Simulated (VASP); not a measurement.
Here is a VASP 6.6.1 calculation.

File INCAR:

```
PREC     = Accurate       # precision mode
ENCUT    = 520            # plane-wave cutoff, eV
EDIFF    = 1E-6           # SCF threshold, eV
ISMEAR   = 0              # smearing method
SIGMA    = 0.05           # smearing width, eV
LREAL    = False          # projectors in reciprocal space
LASPH    = True           # aspherical terms in the spheres
NELM     = 100            # most SCF steps
ALGO     = Fast           # electronic algorithm
ISIF     = 2              # what is computed and relaxed
LWAVE    = False          # write WAVECAR
LCHARG   = False          # write CHGCAR
ISPIN    = 2              # spin polarisation
MAGMOM   = 0.5 -0.5 0 0   # initial moments
LORBIT   = 11             # projections on sites
LMAXMIX  = 4              # l up to which the mixer works
LDAU     = True           # DFT+U
LDAUTYPE = 2            
LDAUL    = 2 -1           # shell
LDAUU    = 2 0            # U, eV
LDAUJ    = 0 0          
LDAUPRINT= 1            
GGA      = CA             # functional
```

KPOINTS

```
Automatic mesh
0
Gamma
  7 7 4
```

The input POSCAR:

```
TaN
1.0
    3.0480018400      0.0000000000      0.0000000000
   -1.5240009200      2.6396470300      0.0000000000
    0.0000000000      0.0000000000      4.9179997800
Ta N
2 2
Direct
    0.0000000000      0.0000000000      0.0000000000
    0.0000000000      0.0000000000      0.5000000000
    0.3333333333      0.6666666667      0.2500000000
    0.6666666667      0.3333333333      0.7500000000
```

Potentials or basis: VASP PAW LDA potentials, release 64 (Ta_pv, N).

Command:

```console
$ cat potpaw_LDA.64/Ta_pv/POTCAR potpaw_LDA.64/N/POTCAR > POTCAR
$ mpirun -np 1 vasp_std > vasp.out
```

(1) Predict the band gap on the k mesh.

(2) Estimate the net moment.

(3) Predict the pressure.

Answers

(1) none (metal or under the smearing width).

(2) 0.00 μB per cell.

(3) 50.6 GPa.

Caveat: a pressure of tens of GPa on the cell as given is suspect, and the run, the potentials or the cell itself is likely at fault.
